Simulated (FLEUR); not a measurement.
Crystal: Be2C.

```xyz
3
Lattice="0.0000 2.1650 2.1650 2.1650 0.0000 2.1650 2.1650 2.1650 0.0000" Properties=species:S:1:pos:R:3 pbc="T T T"
C     0.0000    0.0000    0.0000
Be    3.2475    3.2475    3.2475
Be    1.0825    1.0825    1.0825
```

* Program: FLEUR MaX-R8.1 (later development tree)
* Task: single point
* Functional: PBE
* Potentials or basis: all-electron
* Basis: FLAPW
* Kmax: 4.53 1/bohr
* k mesh: 11 × 11 × 11
* Occupations: fermi-dirac, width 0.05 eV
* Spin: no spin polarisation
* Gmax: 14 1/bohr
* Muffin-tin radii: C 1.59, Be 1.59 bohr
* lmax: C 8, Be 8
* Local orbitals a species: C 3, Be 3
* Max iterations: 60
* Mixing factor: 0.05
* Mixer: Anderson
* Mixer history: 15
* Density convergence: 1e-05 me/bohr^3

On this cell: largest force zero by symmetry; band gap on the k mesh 1.26 eV, indirect (least direct gap 4.13 eV).

The same run follows on a disturbed copy (atoms moved at random, drawn with an rms of 0.05 Å):

```
CELL_PARAMETERS angstrom
0.00000 2.16500 2.16500
2.16500 0.00000 2.16500
2.16500 2.16500 0.00000
ATOMIC_POSITIONS crystal
C 0.99721 0.00135 0.01329
Be 0.74777 0.75992 0.75858
Be 0.25366 0.25076 0.25314
```

Task: What changes?

Result: The energy moves by +2.1 meV/atom; largest force 0.293 eV/Å; band gap on the k mesh 1.17 eV, indirect (least direct gap 4.03 eV).

Forces in eV/Å, atoms in the order of the input:
```
C   -0.081 -0.080  0.166
Be  -0.209  0.049 -0.141
Be   0.291  0.030 -0.025
```

Caveats: an odd mesh through Γ misses points on the zone boundary, where band edges often lie.
